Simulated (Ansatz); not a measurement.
Space group Fm-3m (No. 225). a = 5.150 Å, b = 5.150 Å, c = 5.150 Å, α = 90.00°, β = 90.00°, γ = 90.00°
```
atom site symmetry x y z
  Li    4a m-3m  0.0000  0.0000  0.0000
  Cl    4b m-3m  0.5000  0.0000  0.0000
```

Equation of state of this LiCl structure (not necessarily the ground state), with shape and atoms relaxed at each volume where symmetry leaves them free. All numbers below come from DFT PBE, scalar-relativistic, plane waves, PAW (Ansatz).

Plane waves to 420 eV, a k mesh through Γ of 8×8×8 on the computed 2-atom cell and Gaussian smearing (0.02 eV); no spin polarisation.

| V (Å³/atom) | E − E(largest V) (meV/atom) | P (GPa) | gap on mesh (eV) |
| --- | --- | --- | --- |
| 15.027 | 16.35 | 5.36 | 6.85 |
| 15.540 | 1.97 | 3.68 | 6.82 |
| 16.052 | -7.45 | 2.25 | 6.62 |
| 16.564 | -12.66 | 1.04 | 6.43 |
| 17.077 | -14.28 | 0.00 | 6.26 |
| 17.589 | -12.84 | -0.88 | 6.10 |
| 18.101 | -8.79 | -1.63 | 5.95 |
| 18.784 | 0.00 | -2.46 | 5.76 |

Q: Fit a third-order Birch–Murnaghan equation to E(V).

A: V0 = 17.08 Å³/atom, B0 = 32 GPa, B0' = 4.3.